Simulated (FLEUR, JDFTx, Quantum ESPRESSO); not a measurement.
# One calculation of Sn, 3 ways

```
Sn
1.0
     0.00000    3.23334    3.23334
     3.23334    0.00000    3.23334
     3.23334    3.23334    0.00000
Sn
2
Direct
  0.75000 0.75000 0.75000
  0.50000 0.50000 0.50000
```

This isn't the form of Sn at room conditions, which is tetragonal (white tin).

Alike in all runs: task equation of state; functional PBEsol; k mesh 7 × 7 × 7; occupations fermi-dirac, width 0.05 eV; no spin polarisation; no spin-orbit coupling.

| program and potentials | plane-wave cutoff (eV) | notes | equilibrium volume (Å³/atom) | bulk modulus (GPa) |
| --- | --- | --- | --- | --- |
| FLEUR, all-electron, FLAPW | - | - | 34.98 | 41.1 |
| JDFTx, PseudoDojo-SR-PBEsol-0.4.1-standard | 980 | - | 35.07 | 41.3 |
| Quantum ESPRESSO, PseudoDojo 0.4.1 SR PBEsol standard | 980 | - | 35.07 | 41.2 |

The equilibrium volume spans 34.98 (FLEUR, all-electron, FLAPW) to 35.07 Å³/atom (Quantum ESPRESSO, PseudoDojo 0.4.1 SR PBEsol standard), with all-electron results at 34.98. The bulk modulus spans 41.1 (FLEUR, all-electron, FLAPW) to 41.3 GPa (JDFTx, PseudoDojo-SR-PBEsol-0.4.1-standard), with all-electron results at 41.1. For a metal such a mesh isn't converged, which the comparison doesn't need.

The functional is the same throughout but for its coding, so the spread measures potentials, basis and numerics; runs on potential files found faulty are left out.

The two plane-wave programs, which use the same PseudoDojo set, give the same equilibrium volume of 35.07 Å³/atom, while the all-electron value is slightly smaller at 34.98 Å³/atom. This pattern suggests that the small offset comes mainly from the potential, perhaps its frozen core, rather than from the plane-wave implementation. The bulk moduli are too close together for their order to carry physical meaning, since curvature is more sensitive than the minimum to small errors in the energies and the fit.

The structure is diamond-type grey tin, whose tetrahedral sp³ bonding leaves an open network with a large volume per atom. Its low stiffness compared with the lighter group members follows from the more diffuse valence s and p orbitals of tin, which form longer and weaker covalent bonds. The agreement supports a reproducible PBEsol equation of state for this phase, but says nothing about its energy relative to white tin, where denser packing and more metallic bonding compete with the directional bonds.
